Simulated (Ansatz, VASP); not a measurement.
## BN in VASP and in Ansatz

File INCAR:

```
SYSTEM = BN
PREC = Accurate
ENCUT = 520
EDIFF = 1E-6
ISMEAR = 0
SIGMA = 0.05
LREAL = .FALSE.
LASPH = .TRUE.
NELM = 100
ALGO = Normal
ISIF = 2
LWAVE = .FALSE.
LCHARG = .FALSE.
GGA = PE
NBANDS = 16
```

KPOINTS

```
regular mesh
0
G
  12 12 6
  0 0 0
```

The input POSCAR:

```
BN
1.0
    2.5545800962      0.0000000000      0.0478983768
   -1.2772900481      2.2123312593     -0.0239491884
    0.0792096476      0.0000000000      4.2245145363
B N
2 2
Direct
    0.6666666667      0.3333333333      0.9998058548
    0.3333333333      0.6666666667      0.4998058548
    0.6666666667      0.3333333333      0.6251941452
    0.3333333333      0.6666666667      0.1251941452
```

Input for Ansatz:

```yaml
crystal:
  lattice:
    - [2.5545800962, 0.0, 0.0478983768]
    - [-1.2772900481, 2.2123312593, -0.0239491884]
    - [0.0792096476, 0.0, 4.2245145363]
  atoms:
    - { symbol: B, position: [0.6666666667, 0.3333333333, 0.9998058548] }
    - { symbol: B, position: [0.3333333333, 0.6666666667, 0.4998058548] }
    - { symbol: "N", position: [0.6666666667, 0.3333333333, 0.6251941452] }
    - { symbol: "N", position: [0.3333333333, 0.6666666667, 0.1251941452] }
basis:
  ecutwfc: 420
kpoints:
  mp_grid: { grid: [12, 12, 6] }
hamiltonian:
  xc: pbe
scf:
  occupations: { method: gaussian, width: 0.05 }
output:
  forces: true
  stress: true
  eigenvalues: true
```

Change from the starting cell: strain +0.0375 x Voigt [0, 0, 0, 0, 1, 0], atoms carried along.

Alike in both runs: task single point; functional PBE; k mesh 12 × 12 × 6; occupations gaussian, width 0.05 eV; no spin polarisation.

|  | VASP | Ansatz |
| --- | --- | --- |
| version | VASP 6.6.1 | Ansatz 0.2.0 |
| potentials or method | VASP PAW PBE potentials, release 64 (B, N) | scalar-relativistic, plane waves, PAW |
| plane-wave cutoff (eV) | 520 | 420 |
| valence electrons in the cell | 16 | 16 |

VASP gave:

| Property | Result |
| --- | --- |
| gap on the k mesh at the Fermi level (eV) | 5.16 |
| least direct gap on the mesh (eV) | 8.16 |
| pressure (GPa) | 0.5 |
| largest component of the traceless stress (GPa) | 12.51 |
| rms of the force components (eV/Å) | 0.054 |

Question: Estimate Ansatz's values.

Answer: gap on the k mesh at the Fermi level (eV): 5.17; least direct gap on the mesh (eV): 8.17; pressure (GPa): 0.3; largest component of the traceless stress (GPa): 12.47; rms of the force components (eV/Å): 0.051.

Atom by atom the forces differ by 0.002 eV/Å (rms over components).

A k mesh can miss the band edges.
